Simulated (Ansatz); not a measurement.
The system is AlN.

```
Al N
1.0
     3.11300    0.00000    0.00000
    -1.55650    2.69594    0.00000
     0.00000    0.00000    4.98100
Al N
2 2
Direct
  0.66667 0.33333 0.50000
  0.33333 0.66667 0.00000
  0.66667 0.33333 0.88000
  0.33333 0.66667 0.38000
```

Base run:

* Program: Ansatz 0.2.0
* Functional: PBE
* Potentials or basis: Ansatz PAW
* Cutoff: 600 eV
* Density cutoff: 2400 eV
* k mesh: 10 × 10 × 6
* Occupations: fermi-dirac, width 0.05 eV
* Spin: no spin polarisation

Its results: band gap on the k mesh 4.21 eV, direct; pressure 3.7 GPa; largest force 0.129 eV/Å.

Q: After a change of settings the same cell gave: band gap on the k mesh 4.51 eV, direct; pressure 6.6 GPa; largest force 0.113 eV/Å. Which change was it?
A. potentials or basis from Ansatz PAW to Ansatz NC; cutoff from 600 eV to 1240 eV; density cutoff from 2400 eV to 4960 eV
B. potentials or basis from Ansatz PAW to PseudoDojo standard (PBE files); cutoff from 600 eV to 1143 eV; density cutoff from 2400 eV to 4572 eV
C. functional from PBE to revPBE0; cutoff from 600 eV to 420 eV; density cutoff from 2400 eV to 1680 eV; k mesh from 10 × 10 × 6 to 6 × 6 × 3
D. functional from PBE to BLYP; cutoff from 600 eV to 420 eV; density cutoff from 2400 eV to 1680 eV

A: D.

BLYP binds less tightly than PBE, so the same cell stands under more pressure.

Caveats: the potentials were made for another functional, which shifts forces and pressure (some runs); the PAW data sets come from PBE, with cores solved anew for the run's functional, which leaves a small shift of forces and pressure (some runs).

Not every run made on this cell is shown here.
